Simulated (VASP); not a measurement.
# K (Fm-3m) in VASP: a series of runs

Runs on K. Level: PBE. Tasks: single point.

Everything below comes from runs of VASP 6.6.1. Logs are shortened: lines on timing, memory, paths and dates and some standing lists are left out, and cuts for length are marked.

### 1 The crystal as given

The structure is cubic, space group Fm-3m (No. 225). The conventional cell has a = 6.784 Å, b = 6.784 Å, c = 6.784 Å, α = 90.00°, β = 90.00°, γ = 90.00°.

This isn't the form of K at room conditions, which is bcc.

### 2 Single point, PBE

Input file INCAR:

```
SYSTEM = K
ADDGRID = .False. ; ALGO = Normal
EDIFF = 1E-6 ; ENCUT = 350
GGA = PE ; ISIF = 2
ISMEAR = 0 ; LASPH = .True.
LCHARG = .False. ; LREAL = .False.
LWAVE = .False. ; NELM = 100
PREC = Accurate ; SIGMA = 0.1
```

Input file KPOINTS:

```
k-points
0
Gamma
  11 11 11
  0 0 0
```

Input file POSCAR:

```
K
1.0
    0.0000000000      3.3918728180      3.3918728180
    3.3918728180      0.0000000000      3.3918728180
    3.3918728180      3.3918728180      0.0000000000
K
1
Direct
    0.0000000000      0.0000000000      0.0000000000
```

Potentials or basis: VASP PAW PBE potentials, release 64 (K_sv).

Launch:

```bash
> cat potpaw_PBE.64/K_sv/POTCAR > POTCAR
> mpirun -np 1 vasp_std > vasp.out
```

OUTCAR:

```text
SYSTEM = K
   EDIFF = 1E-6
   ENCUT = 350
   GGA = PE
   ISIF = 2
   ISMEAR = 0
   LASPH = .True.
   LREAL = .False.
   NELM = 100
   PREC = Accurate

 Found     56 irreducible k-points:

 Following reciprocal coordinates:
            Coordinates               Weight
  0.000000  0.000000  0.000000      1.000000
  0.090909  0.000000  0.000000      8.000000
  0.181818  0.000000  0.000000      8.000000
  0.272727  0.000000  0.000000      8.000000
  0.363636  0.000000  0.000000      8.000000
  0.454545  0.000000  0.000000      8.000000
   k-points           NKPTS =     56   k-points in BZ     NKDIM =     56   number of bands    NBANDS=      8
   number of dos      NEDOS =    301   number of ions     NIONS =      1
   total plane-waves  NPLWV =  27000
   dimension x,y,z NGX =    30 NGY =   30 NGZ =   30
   dimension x,y,z NGXF=    60 NGYF=   60 NGZF=   60
   ions per type =               1
   NGX,Y,Z   is equivalent  to a cutoff of  10.40, 10.40, 10.40 a.u.
   NGXF,Y,Z  is equivalent  to a cutoff of  20.79, 20.79, 20.79 a.u.
 SYSTEM =  K
   PREC   = accura    normal or accurate (medium, high low for compatibility)
   ISTART =      0    job   : 0-new  1-cont  2-samecut
   ICHARG =      2    charge: 1-file 2-atom 10-const
   ISPIN  =      1    spin polarized calculation?
   LNONCOLLINEAR =      F non collinear calculations
   LSORBIT =      F    spin-orbit coupling
   LASPH  =      T    aspherical Exc in radial PAW
   ENCUT  =  350.0 eV  25.72 Ry    5.07 a.u.   7.32  7.32  7.32*2*pi/ulx,y,z
   NELM   =    100;   NELMIN=  2; NELMDL= -5     # of ELM steps
   EDIFF  = 0.1E-05   stopping-criterion for ELM
   LREAL  =      F    real-space projection
   EDIFFG = 0.1E-04   stopping-criterion for IOM
   NSW    =      0    number of steps for IOM
   IBRION =     -1    ionic relax: 0-MD 1-quasi-New 2-CG
   NFREE  =      0    steps in history (QN), initial steepest desc. (CG)
   ISIF   =      2    stress and relaxation
   ISYM   =      2    0-nonsym 1-usesym 2-fastsym
   POTIM  = 0.5000    time-step for ionic-motion
   TEBEG  =    0.0;   TEEND  =   0.0 temperature during run
   PSTRESS=    0.0 pullay stress
   NELECT =       9.0000    total number of electrons
   NUPDOWN=      -1.0000    fix difference up-down
   EMIN   =  10.00;   EMAX   =-10.00  energy-range for DOS
   EFERMI =   0.00;   METHOD = LEGACY
   ISMEAR =     0;   SIGMA  =   0.10  broadening in eV -4-tet -1-fermi 0-gaus
   EFERMI_NEDOS =   21; number of points for ismear=-14 and -15
   IALGO  =     38    algorithm
   IMIX   =      4    mixing-type and parameters
     AMIX     =   0.40;   BMIX     =  1.00
     AMIX_MAG =   1.60;   BMIX_MAG =  1.00
  volume/ion in A,a.u.               =      78.05       526.68
  Fermi-wavevector in a.u.,A,eV,Ry     =   0.796843  1.505815  8.639139  0.634959
  Thomas-Fermi vector in A             =   1.903445
   LORBIT       =      0    0 simple, 1 ext, 2 COOP (PROOUT), +10 PAW based schemes
   GGA     = PE    functional components
   LHFCALC =     F    Hartree Fock is set to
   AEXX    =    0.0000 exact exchange contribution
   IVDW    =     0    specifies the selected vdW correction
   LEPSILON=     F    determine dielectric tensor
   LRPA    =     F    only Hartree local field effects (RPA)
 non-spin polarized calculation
 Gauss-broadening in eV      SIGMA  =   0.10
  energy-cutoff  :      350.00
  volume of cell :       78.05
 maximum number of plane-waves:      1211
 NGX is ok and might be reduce to    30
   NGX = 15   NGY = 15   NGZ = 15

 number of electron       8.9999998 magnetization

 Free energy of the ion-electron system (eV)
  ---------------------------------------------------
  ext. energy  EPLUGINS =         0.00000000
  ---------------------------------------------------
  free energy    TOTEN  =        -1.04558781 eV

  energy without entropy =       -1.04104243  energy(sigma->0) =       -1.04331512

 E-fermi :  -0.2235     XC(G=0):  -5.5093

 val. band max:       -0.2773800627   @ k =  -0.2727   0.2727   0.0000
 cond. band min:      -0.2209068938   @ k =   0.4545   0.0000   0.0000
 fundamental gap:      0.0564731689
 Fermi energy:        -0.2234611722

 k-point     1 :       0.0000    0.0000    0.0000
  band No.  band energies     occupation
      1     -32.4116      2.00000
      2     -15.8653      2.00000
      3     -15.8653      2.00000
      4     -15.8653      2.00000
      5      -2.3183      2.00000
      6       3.9071      0.00000
      7       3.9071      0.00000
      8       3.9071      0.00000

 k-point     2 :       0.0909    0.0000    0.0000
  band No.  band energies     occupation
      1     -32.4114      2.00000
      2     -15.8695      2.00000
      3     -15.8658      2.00000
      4     -15.8658      2.00000
      5      -2.2257      2.00000
      6       3.6375      0.00000
      7       3.9420      0.00000
      8       3.9420      0.00000

 k-point     3 :       0.1818    0.0000    0.0000
  band No.  band energies     occupation
      1     -32.4108      2.00000
      2     -15.8809      2.00000
      3     -15.8674      2.00000
      4     -15.8674      2.00000
      5      -1.9522      2.00000
      6       3.0171      0.00000
      7       3.9911      0.00000
      8       3.9911      0.00000

 k-point     4 :       0.2727    0.0000    0.0000
  band No.  band energies     occupation
      1     -32.4101      2.00000
      2     -15.8958      2.00000
      3     -15.8695      2.00000
      4     -15.8695      2.00000
      5      -1.5106      2.00000
      6       2.2512      0.00000
      7       3.9304      0.00000
      8       3.9304      0.00000

 k-point     5 :       0.3636    0.0000    0.0000
  band No.  band energies     occupation
      1     -32.4093      2.00000
      2     -15.9094      2.00000
      3     -15.8714      2.00000
      4     -15.8714      2.00000
      5      -0.9220      2.00000
      6       1.4257      0.00000
      7       3.7991      0.00000
      8       3.7991      0.00000

 k-point     6 :       0.4545    0.0000    0.0000
  band No.  band energies     occupation
      1     -32.4089      2.00000
      2     -15.9176      2.00000
      3     -15.8726      2.00000
      4     -15.8726      2.00000
      5      -0.2209      0.97118
      6       0.6001      0.00000
      7       3.7108      0.00000
      8       3.7108      0.00000

 [... further k-points ...]
[... 5 lines left out ...]
  --------------------------------------------------------------------------------------
  -------------------------------------------------------------------------------------
  Total       -0.1095519     -0.1095519     -0.1095519      0.0000000     -0.0000000     -0.0000000
  in kB       -2.2489609     -2.2489609     -2.2489609      0.0000000     -0.0000000     -0.0000000
  external PRESSURE =      -2.2489609 kB  Pullay stress =       0.0000000 kB

 VOLUME and BASIS-vectors are now :
 -----------------------------------------------------------------------------
  energy-cutoff  :      350.00
  volume of cell :       78.05
      direct lattice vectors                 reciprocal lattice vectors
     0.000000000  3.391872818  3.391872818    -0.147411188  0.147411188  0.147411188
     3.391872818  0.000000000  3.391872818     0.147411188 -0.147411188  0.147411188
     3.391872818  3.391872818  0.000000000     0.147411188  0.147411188 -0.147411188

 POSITION                                       TOTAL-FORCE (eV/Angst)
 -----------------------------------------------------------------------------------
      0.00000      0.00000      0.00000        -0.000000     -0.000000     -0.000000
 -----------------------------------------------------------------------------------
    total drift:                               -0.000000     -0.000000      0.000000

  FREE ENERGIE OF THE ION-ELECTRON SYSTEM (eV)
  ---------------------------------------------------
  free  energy   TOTEN  =        -1.0455878138 eV

  energy  without entropy=       -1.0410424337  energy(sigma->0) =       -1.04331512
```

It took 14 s on 1 thread of Intel Xeon Platinum 8488C (Sapphire Rapids), shared host; peak memory 0.16 GiB.

The run converged, but some of its settings lie outside the range that counts as converged, so its numbers aren't taken as properties of the crystal.

Results:

```yaml
Free_energy: -1.0456 eV
Pressure: -0.2 GPa
Band_gap_on_the_k_mesh: none (metal or under the smearing width)
```

### 3 Single point, PBE

Edit INCAR of step 2 so:

```diff
@@ -2,3 +2,3 @@
 ADDGRID = .False. ; ALGO = Normal
-EDIFF = 1E-6 ; ENCUT = 350
+EDIFF = 1E-6 ; ENCUT = 300
 GGA = PE ; ISIF = 2
```

Input file KPOINTS:

```
k-points
0
Gamma
  12 12 12
  0 0 0
```

POSCAR is that of step 2.

Potentials or basis: VASP PAW PBE potentials, release 64 (K_sv).

Launch:

```bash
> cat potpaw_PBE.64/K_sv/POTCAR > POTCAR
> mpirun -np 1 vasp_std > vasp.out
```

Run time: 14 s. Hardware: 1 thread of Intel Xeon Platinum 8488C (Sapphire Rapids), shared host; peak memory 0.15 GiB.

The run converged, but some of its settings lie outside the range that counts as converged, so its numbers aren't taken as properties of the crystal.

What came out:

```
Free energy            : -1.0462 eV
Pressure               : -0.3 GPa
Band gap on the k mesh : none (metal or under the smearing width)
```

Caveat: the cutoff is under 1.25 times the usual one of these potentials, so pressure, stress and relaxed cells hold a basis-set (Pulay) error.

### 4 Single point, PBE

Edit INCAR of step 3 so:

```diff
@@ -2,3 +2,3 @@
 ADDGRID = .False. ; ALGO = Normal
-EDIFF = 1E-6 ; ENCUT = 300
+EDIFF = 1E-6 ; ENCUT = 400
 GGA = PE ; ISIF = 2
```

Input file KPOINTS:

```
k-points
0
Gamma
  11 11 11
  0 0 0
```

POSCAR is that of step 3.

Potentials or basis: VASP PAW PBE potentials, release 64 (K_sv).

Launch:

```bash
> cat potpaw_PBE.64/K_sv/POTCAR > POTCAR
> mpirun -np 1 vasp_std > vasp.out
```

OUTCAR:

```text
SYSTEM = K
   EDIFF = 1E-6
   ENCUT = 400
   GGA = PE
   ISIF = 2
   ISMEAR = 0
   LASPH = .True.
   LREAL = .False.
   NELM = 100
   PREC = Accurate

 Found     56 irreducible k-points:

 Following reciprocal coordinates:
            Coordinates               Weight
  0.000000  0.000000  0.000000      1.000000
  0.090909  0.000000  0.000000      8.000000
  0.181818  0.000000  0.000000      8.000000
  0.272727  0.000000  0.000000      8.000000
  0.363636  0.000000  0.000000      8.000000
  0.454545  0.000000  0.000000      8.000000
   k-points           NKPTS =     56   k-points in BZ     NKDIM =     56   number of bands    NBANDS=      8
   number of dos      NEDOS =    301   number of ions     NIONS =      1
   total plane-waves  NPLWV =  32768
   dimension x,y,z NGX =    32 NGY =   32 NGZ =   32
   dimension x,y,z NGXF=    64 NGYF=   64 NGZF=   64
   ions per type =               1
   NGX,Y,Z   is equivalent  to a cutoff of  11.09, 11.09, 11.09 a.u.
   NGXF,Y,Z  is equivalent  to a cutoff of  22.18, 22.18, 22.18 a.u.
 SYSTEM =  K
   PREC   = accura    normal or accurate (medium, high low for compatibility)
   ISTART =      0    job   : 0-new  1-cont  2-samecut
   ICHARG =      2    charge: 1-file 2-atom 10-const
   ISPIN  =      1    spin polarized calculation?
   LNONCOLLINEAR =      F non collinear calculations
   LSORBIT =      F    spin-orbit coupling
   LASPH  =      T    aspherical Exc in radial PAW
   ENCUT  =  400.0 eV  29.40 Ry    5.42 a.u.   7.82  7.82  7.82*2*pi/ulx,y,z
   NELM   =    100;   NELMIN=  2; NELMDL= -5     # of ELM steps
   EDIFF  = 0.1E-05   stopping-criterion for ELM
   LREAL  =      F    real-space projection
   EDIFFG = 0.1E-04   stopping-criterion for IOM
   NSW    =      0    number of steps for IOM
   IBRION =     -1    ionic relax: 0-MD 1-quasi-New 2-CG
   NFREE  =      0    steps in history (QN), initial steepest desc. (CG)
   ISIF   =      2    stress and relaxation
   ISYM   =      2    0-nonsym 1-usesym 2-fastsym
   POTIM  = 0.5000    time-step for ionic-motion
   TEBEG  =    0.0;   TEEND  =   0.0 temperature during run
   PSTRESS=    0.0 pullay stress
   NELECT =       9.0000    total number of electrons
   NUPDOWN=      -1.0000    fix difference up-down
   EMIN   =  10.00;   EMAX   =-10.00  energy-range for DOS
   EFERMI =   0.00;   METHOD = LEGACY
   ISMEAR =     0;   SIGMA  =   0.10  broadening in eV -4-tet -1-fermi 0-gaus
   EFERMI_NEDOS =   21; number of points for ismear=-14 and -15
   IALGO  =     38    algorithm
   IMIX   =      4    mixing-type and parameters
     AMIX     =   0.40;   BMIX     =  1.00
     AMIX_MAG =   1.60;   BMIX_MAG =  1.00
  volume/ion in A,a.u.               =      78.05       526.68
  Fermi-wavevector in a.u.,A,eV,Ry     =   0.796843  1.505815  8.639139  0.634959
  Thomas-Fermi vector in A             =   1.903445
   LORBIT       =      0    0 simple, 1 ext, 2 COOP (PROOUT), +10 PAW based schemes
   GGA     = PE    functional components
   LHFCALC =     F    Hartree Fock is set to
   AEXX    =    0.0000 exact exchange contribution
   IVDW    =     0    specifies the selected vdW correction
   LEPSILON=     F    determine dielectric tensor
   LRPA    =     F    only Hartree local field effects (RPA)
 non-spin polarized calculation
 Gauss-broadening in eV      SIGMA  =   0.10
  energy-cutoff  :      400.00
  volume of cell :       78.05
 maximum number of plane-waves:      1431
   NGX = 15   NGY = 15   NGZ = 15

 number of electron       9.0000000 magnetization

 Free energy of the ion-electron system (eV)
  ---------------------------------------------------
  ext. energy  EPLUGINS =         0.00000000
  ---------------------------------------------------
  free energy    TOTEN  =        -1.04616927 eV

  energy without entropy =       -1.04162437  energy(sigma->0) =       -1.04389682

 E-fermi :  -0.2245     XC(G=0):  -5.5095

 val. band max:       -0.2784606479   @ k =  -0.2727   0.2727   0.0000
 cond. band min:      -0.2220587165   @ k =   0.4545   0.0000   0.0000
 fundamental gap:      0.0564019314
 Fermi energy:        -0.2245434810

 k-point     1 :       0.0000    0.0000    0.0000
  band No.  band energies     occupation
      1     -32.4110      2.00000
      2     -15.8645      2.00000
      3     -15.8645      2.00000
      4     -15.8645      2.00000
      5      -2.3195      2.00000
      6       3.9067      0.00000
      7       3.9067      0.00000
      8       3.9067      0.00000
[... 45 lines left out ...]
 k-point     6 :       0.4545    0.0000    0.0000
  band No.  band energies     occupation
      1     -32.4083      2.00000
      2     -15.9168      2.00000
      3     -15.8719      2.00000
      4     -15.8719      2.00000
      5      -0.2221      0.97197
      6       0.5992      0.00000
      7       3.7102      0.00000
      8       3.7102      0.00000

 [... further k-points ...]
[... 5 lines left out ...]
  --------------------------------------------------------------------------------------
  -------------------------------------------------------------------------------------
  Total       -0.0867086     -0.0867086     -0.0867086     -0.0000000      0.0000000      0.0000000
  in kB       -1.7800171     -1.7800171     -1.7800171     -0.0000000      0.0000000      0.0000000
  external PRESSURE =      -1.7800171 kB  Pullay stress =       0.0000000 kB

 VOLUME and BASIS-vectors are now :
 -----------------------------------------------------------------------------
  energy-cutoff  :      400.00
  volume of cell :       78.05
      direct lattice vectors                 reciprocal lattice vectors
     0.000000000  3.391872818  3.391872818    -0.147411188  0.147411188  0.147411188
     3.391872818  0.000000000  3.391872818     0.147411188 -0.147411188  0.147411188
     3.391872818  3.391872818  0.000000000     0.147411188  0.147411188 -0.147411188

 POSITION                                       TOTAL-FORCE (eV/Angst)
 -----------------------------------------------------------------------------------
      0.00000      0.00000      0.00000        -0.000000      0.000000     -0.000000
 -----------------------------------------------------------------------------------
    total drift:                                0.000000      0.000000      0.000000

  FREE ENERGIE OF THE ION-ELECTRON SYSTEM (eV)
  ---------------------------------------------------
  free  energy   TOTEN  =        -1.0461692699 eV

  energy  without entropy=       -1.0416243740  energy(sigma->0) =       -1.04389682
```

Run time: 12 s. Hardware: 1 thread of Intel Xeon Platinum 8488C (Sapphire Rapids), shared host; peak memory 0.17 GiB.

The run converged, but some of its settings lie outside the range that counts as converged, so its numbers aren't taken as properties of the crystal.

What came out:

```yaml
Free_energy: -1.0462 eV
Pressure: -0.2 GPa
Band_gap_on_the_k_mesh: none (metal or under the smearing width)
```

### 5 For comparison

An earlier run on the cell as given: functional PBE; potentials or basis VASP PAW PBE potentials, release 64 (K_sv); cutoff 520 eV; k mesh 7 × 7 × 7; occupations fermi-dirac, width 0.05 eV; no spin polarisation.

* Pressure: -0.2 GPa
* Band gap on the k mesh: none (metal or under the smearing width)
